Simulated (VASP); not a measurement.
CdO2 under changes of volume

One of the cells (14.760 Å³/atom); the others are scaled copies at fixed shape and fractional positions:

```xyz
3
Lattice="3.4993 0.0000 0.0000 -1.7496 3.0304 0.0000 0.0000 0.0000 4.1755" Properties=species:S:1:pos:R:3 pbc="T T T"
Cd    0.0000    0.0000    0.0000
O     0.0000    2.0203    1.0197
O     1.7496    1.0101    3.1558
```

The cell comes from a database or a generator and needn't be the stable form of this composition.

```yaml
Program: VASP 6.6.1
Functional: PBEsol
Potentials_or_basis: VASP PAW PBE potentials, release 64 (Cd, O)
Cutoff: 520 eV
k_mesh: 9 × 9 × 7
Occupations: fermi-dirac, width 0.05 eV
Spin: no spin polarisation
```

```tsv
volume (Å³/atom)	energy over the lowest point (meV/atom)	pressure (GPa)	largest force (eV/Å)
13.602	0.00	-4.4	0.155
13.891	9.49	-6.2	0.026
14.181	22.17	-7.9	0.092
14.760	55.44	-10.5	0.303
15.049	75.37	-11.6	0.396
15.338	?	?	?
```

**Question.** What does the run at 15.338 Å³/atom give?

**Answer.** Energy over the lowest point 97.10 meV/atom; pressure -12.5 GPa; largest force 0.482 eV/Å.

Worked out: A Birch-Murnaghan fit of order 3 (a polynomial in V^(-2/3)) to the other rows has no minimum within the range. It gives 97.15 meV/atom at 15.338 Å³/atom, against the run's 97.10, and -dE/dV = -12.5 GPa, against -12.5.

Energies are extrapolated to zero smearing.

Caveats: the PAW data sets were made with another functional, which shifts forces and pressure a little.
